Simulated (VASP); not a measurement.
Input of a VASP 6.6.1 run:

The input POSCAR:

```
Mg2Ge
1.0
    0.0000000000      3.1890000000      3.1890000000
    3.1890000000      0.0000000000      3.1890000000
    3.1890000000      3.1890000000      0.0000000000
Ge Mg
1 2
Direct
    0.0000000000      0.0000000000      0.0000000000
    0.7500000000      0.7500000000      0.7500000000
    0.2500000000      0.2500000000      0.2500000000
```

INCAR.step1

```
  PREC = Accurate
  ENCUT = 520
  EDIFF = 1E-5
  ISMEAR = 0
  SIGMA = 0.02
  LREAL = False
  LASPH = True
  NELM = 100
  ALGO = Normal
  ISIF = 2
  LWAVE = True
  LCHARG = False
  GGA = PE
```

INCAR.step2

```
  PREC = Accurate
  ENCUT = 520
  EDIFF = 1E-6
  ISMEAR = 0
  SIGMA = 0.02
  LREAL = False
  LASPH = True
  NELM = 100
  ALGO = Normal
  ISIF = 2
  LWAVE = False
  LCHARG = False
  METAGGA = MBJ
  ISTART = 1
```

KPOINTS

```
Automatic mesh
0
Gamma
  8 8 8
```

Contents of KPOINTS_OPT:

```
path GXWKGLUWLK,UX
15
line-mode
reciprocal
 0.0000000000  0.0000000000  0.0000000000  G
 0.5000000000  0.0000000000  0.5000000000  X

 0.5000000000  0.0000000000  0.5000000000  X
 0.5000000000  0.2500000000  0.7500000000  W

 0.5000000000  0.2500000000  0.7500000000  W
 0.3750000000  0.3750000000  0.7500000000  K

 0.3750000000  0.3750000000  0.7500000000  K
 0.0000000000  0.0000000000  0.0000000000  G

 0.0000000000  0.0000000000  0.0000000000  G
 0.5000000000  0.5000000000  0.5000000000  L

 0.5000000000  0.5000000000  0.5000000000  L
 0.6250000000  0.2500000000  0.6250000000  U

 0.6250000000  0.2500000000  0.6250000000  U
 0.5000000000  0.2500000000  0.7500000000  W

 0.5000000000  0.2500000000  0.7500000000  W
 0.5000000000  0.5000000000  0.5000000000  L

 0.5000000000  0.5000000000  0.5000000000  L
 0.3750000000  0.3750000000  0.7500000000  K

 0.6250000000  0.2500000000  0.6250000000  U
 0.5000000000  0.0000000000  0.5000000000  X
```

Potentials or basis: VASP PAW PBE potentials, release 64 (Ge_d, Mg).

Launch:

```console
$ cat potpaw_PBE.64/Ge_d/POTCAR potpaw_PBE.64/Mg/POTCAR > POTCAR
$ cp INCAR.step1 INCAR
$ mpirun -np 1 vasp_std > vasp.out
$ cp INCAR.step2 INCAR
$ mpirun -np 1 vasp_std > vasp.out
```

(1) Estimate the band gap along the path.

(2) Predict the band gap on the k mesh.

## Answers

(1) 0.55 eV, indirect (least direct gap 1.60 eV).

(2) 0.55 eV, indirect (least direct gap 1.60 eV).
